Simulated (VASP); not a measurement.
**Cs: single point with PBE**

The system is Cs.

```xyz
4
Lattice="5.4918 0.0000 0.0000 -2.7459 4.7561 0.0000 0.0000 0.0000 17.8485" Properties=species:S:1:pos:R:3 pbc="T T T"
Cs    0.0000    0.0000    0.0000
Cs    0.0000    0.0000    8.9242
Cs    0.0000    3.1707    4.4621
Cs    2.7459    1.5854   13.3864
```

This isn't the form of Cs at room conditions, which is bcc.

```json
{
  "Program": "VASP 6.6.1",
  "Task": "single point",
  "Functional": "PBE",
  "Potentials or basis": "VASP PAW PBE potentials, release 64 (Cs_sv)",
  "Cutoff": "520 eV",
  "k mesh": "7 × 7 × 2",
  "Occupations": "fermi-dirac, width 0.05 eV",
  "Spin": "no spin polarisation",
  "Dipole correction": "no",
  "Further INCAR settings": "ALGO = Fast; EDIFF = 1e-06; NBANDS = 26"
}
```

```yaml
Pressure: 0.0 GPa
Band_gap_on_the_k_mesh: none (metal or under the smearing width)
```

Levels at points of the mesh, in eV from the Fermi level:
```csv
k point,band 15,band 16,band 17,band 18,band 19,band 20,band 21,band 22
"(0.00, 0.00, 0.00)",-10.62,-10.62,-1.68,-1.07,-1.07,-0.03,0.75,1.62
"(0.00, 0.00, 0.50)",-10.62,-10.62,-1.52,-1.52,-0.46,-0.46,1.09,1.09
```

Run time: 3.2 min on 1 thread of Intel(R) Xeon(R) Platinum 8488C (Sapphire Rapids), on a shared host, peak memory 0.58 GiB.

Spin-orbit coupling is left out, which matters for the levels of Cs.
